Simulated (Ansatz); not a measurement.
Set up this calculation in Ansatz 0.2.0, as the native input.

* Task: single point
* Functional: PBEsol
* Potentials or basis: Ansatz PAW
* Cutoff: 420 eV (not typed: the program's choice for these potentials)
* k mesh: 7 × 7 × 9
* Occupations: fermi-dirac, width 0.05 eV
* Spin: no spin polarisation
* Hubbard terms: Ti d U = 5 eV
* Hubbard projectors: ortho-atomic (the default)
* Double counting: fll (the default)

Crystal: Ti.

```xyz
3
Lattice="4.5674 0.0000 0.0000 -2.2837 3.9555 0.0000 0.0000 0.0000 2.8262" Properties=species:S:1:pos:R:3 pbc="T T T"
Ti    2.2837    1.3185    1.4131
Ti    0.0000    2.6370    1.4131
Ti    0.0000    0.0000    0.0000
```

This isn't the form of Ti at room conditions, which is hcp.

The input as run:

input.yaml

```yaml
crystal:
  lattice:
    - [4.5673748306, 0.0, 0.0]
    - [-2.2836874153, 3.9554626319, 0.0]
    - [0.0, 0.0, 2.82624427]
  atoms:
    - { symbol: Ti, position: [0.6666666667, 0.3333333333, 0.5] }
    - { symbol: Ti, position: [0.3333333333, 0.6666666667, 0.5] }
    - { symbol: Ti, position: [0.0, 0.0, 0.0] }
hamiltonian:
  xc: pbesol
  pseudopotentials: { kind: paw }
  hubbard: { sites: [{ species: Ti, l: d, u_eff: 5.0 }] }
kpoints:
  mp_grid: { grid: [7, 7, 9] }
scf:
  occupations: { method: fermi_dirac, width: 0.05 }
output:
  forces: true
  stress: true
  eigenvalues: true
  write_density: true
  write_potential: true
  elf: true
  volumetric_format: npy
```

Potentials or basis: Ansatz PAW.

Command:

```console
$ ansatz run input.yaml --threads 2 --pin off --max-ram 5632MiB --backend cpu --events-out ev --progress --plain --runs-dir out
```

Results of the run:

- Pressure: 4.5 GPa
- Band gap on the k mesh: none (metal or under the smearing width)

Caveat: U without spin polarisation on a metal has little footing; the PAW data sets come from PBE, with cores solved anew for the run's functional, which leaves a small shift of forces and pressure; the U is typed as a test and isn't derived for this compound.

Wall time 3.3 s on 2 threads of Arm Neoverse V2, on a shared host, peak memory 0.36 GiB.
